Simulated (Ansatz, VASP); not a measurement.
## Ge: VASP beside Ansatz

File INCAR:

```
SYSTEM = Ge
ALGO = Normal
EDIFF = 1E-6
EDIFFG = -0.003
ENCUT = 600
GGA = CA
IBRION = 2
ISIF = 3
ISMEAR = 0
LASPH = .True.
LCHARG = .False.
LREAL = .False.
LWAVE = .False.
NELM = 80
NSW = 80
PREC = Accurate
SIGMA = 0.01
```

Contents of KPOINTS:

```
k-points
0
Gamma
  10 10 10
  0 0 0
```

POSCAR

```
Ge
1.0
    0.0000000000      2.8290000000      2.8290000000
    2.8290000000      0.0000000000      2.8290000000
    2.8290000000      2.8290000000      0.0000000000
Ge
2
Direct
    0.0000000000      0.0000000000      0.0000000000
    0.2500000000      0.2500000000      0.2500000000
```

Input for Ansatz:

```yaml
crystal:
  lattice:
    - [0.0, 2.829, 2.829]
    - [2.829, 0.0, 2.829]
    - [2.829, 2.829, 0.0]
  atoms:
    - { symbol: Ge, position: [0.0, 0.0, 0.0] }
    - { symbol: Ge, position: [0.25, 0.25, 0.25] }
scf:
  occupations: { method: gaussian, width: 0.01 }
output:
  forces: true
  stress: true
hamiltonian:
  xc: lda
kpoints:
  mp_grid: { grid: [10, 10, 10] }
relax:
  f_tol: 0.003
  cell: { stress_tol: 0.02 }
```

Alike in both runs: task relaxation of cell and atoms; functional LDA; k mesh 10 × 10 × 10; occupations gaussian, width 0.01 eV; no spin polarisation.

|  | VASP | Ansatz |
| --- | --- | --- |
| version | VASP 6.6.1 | Ansatz 0.2.0 |
| potentials or method | VASP PAW LDA potentials, release 64 (Ge_d) | scalar-relativistic, plane waves, PAW |
| plane-wave cutoff (eV) | 600 | 420 |
| valence electrons in the cell | 28 | 28 |

VASP gave:

```
relaxed volume (Å³/atom)                                     : 22.24
relaxed cell length with the largest relative difference (Å) : 3.977
energy change over the relaxation (meV/atom)                 : -1
```

Which values does Ansatz return?

Relaxed volume (Å³/atom): 22.21; relaxed cell length with the largest relative difference (Å): 3.975; energy change over the relaxation (meV/atom): -2.
